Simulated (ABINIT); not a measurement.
Crystal: BN.

```
N B
1.0
     2.50804    0.00000    0.00000
    -1.24671    2.17623    0.00000
    -0.63067   -1.08812    3.02254
N B
1 1
Cartesian
  0.6410 -0.3484 2.9772
  1.2297 2.1384 0.0055
```

The cell comes from a database or a generator and needn't be the stable form of this composition.

| Property | Result |
| --- | --- |
| Program | ABINIT 10.8.3 (patched build) |
| Task | single point |
| Functional | PBE |
| Potentials or basis | JTH PAW PBE v2.0 |
| Cutoff | 707 eV |
| k mesh | 13 × 13 × 9 |
| Occupations | fermi-dirac, width 0.05 eV |
| Spin | no spin polarisation |

On this cell: pressure 5.2 GPa; largest force 2.747 eV/Å; band gap on the k mesh 2.83 eV, indirect (least direct gap 4.52 eV).

The same run follows on a disturbed copy (atoms moved at random, drawn with an rms of 0.05 Å):

```
CELL_PARAMETERS angstrom
2.50804 0.00000 0.00000
-1.24671 2.17623 0.00000
-0.63067 -1.08812 3.02254
ATOMIC_POSITIONS crystal
N 0.67171 0.32288 0.97790
B 0.98057 0.96724 0.99614
```

Q: What does the disturbed cell give?

A: The energy moves by +20.1 meV/atom; pressure 5.9 GPa; largest force 3.327 eV/Å; band gap on the k mesh 2.93 eV, indirect (least direct gap 4.48 eV).

Forces in eV/Å, atoms in the order of the input:
```
N   -1.510 -2.897  0.628
B    1.510  2.897 -0.628
```

Stress tensor (GPa, compression positive):
```
-3.70 -4.65  0.51
-4.65 13.17  1.71
 0.51  1.71  8.23
```

Caveats: an odd mesh through Γ misses points on the zone boundary, where band edges often lie; the atomic spheres overlap; forces of over 1 eV/Å show positions far from the minimum, so gaps and moduli don't describe the material at rest (some runs).
